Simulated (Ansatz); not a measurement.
BeO (wurtzite)

```
BeO
1.0
    2.69025     0.00000     0.00000
   -1.34512     2.32982     0.00000
    0.00000     0.00000     4.36941
Be O
2 2
Direct
  0.66667   0.33333   0.00145
  0.33333   0.66667   0.50145
  0.66667   0.33333   0.62375
  0.33333   0.66667   0.12375
```

The volume is varied about the relaxed value V₀ at fixed cell shape. The atoms relax within the cell's symmetry.

Computed with r2SCAN (plane waves to 500 eV, PAW, scalar-relativistic; Ansatz, a quantum-chemistry and plane-wave program). k mesh 14×14×8 (Γ-centred), Fermi-Dirac smearing 0.05 eV. Stress and pressure are positive under compression. BeO was relaxed with its symmetry unable to fall. The PAW data are Ansatz's earlier set.

At one point of the scan the stress tensor (GPa) is:

```
   39.7      0.0      0.0
    0.0     39.7      0.0
    0.0      0.0     39.9
```

Which point is it?
(A) V/V₀ = 0.936
(B) V/V₀ = 0.840
(C) V/V₀ = 0.968
(D) V/V₀ = 0.872

D, V/V₀ = 0.872

(A scan under strain: stresses follow from slopes of the energy per volume, elastic moduli from its curvatures.)
